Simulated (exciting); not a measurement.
ZrS: single point with LDA

Crystal: ZrS.

```
Zr S
1.0
     0.00000    2.62500    2.62500
     2.62500    0.00000    2.62500
     2.62500    2.62500    0.00000
Zr S
1 1
Direct
  0.00000 0.00000 0.00000
  0.50000 0.50000 0.50000
```

```yaml
Program: exciting (release sodium)
Task: single point
Functional: LDA
Potentials_or_basis: all-electron LAPW+lo, shipped species files, valence relativity iora*
rgkmax: 7.5
k_mesh: 9 × 9 × 9
Occupations: methfessel-paxton, width 0.1 eV
Spin: spin-orbit coupling, no magnetisation
```

| Quantity | Value |
| --- | --- |
| Band gap on the k mesh | none (metal or under the smearing width) |
| All electrons inside the program's atomic spheres | Zr 37.27; S 13.64 (radii Zr 2.3, S 1.9 bohr) |
| Density of states at the Fermi level | 1.29 states/eV per cell |

Levels at points of the mesh, in eV from the Fermi level:
```
           k point  band 14  band 15  band 16  band 17  band 18  band 19  band 20  band 21  band 22  band 23
(0.00, 0.00, 0.00)    -3.38    -3.38    -3.38    -1.33    -1.33    -1.33    -1.33    -1.27    -1.27    -0.64
```

Wall time 86 s on 1 thread of Arm Neoverse V2 (shared host), peak memory 0.17 GiB.

Caveat: total energies with spin-orbit coupling aren't reliable in this program, so none is listed and the log's shouldn't be used.
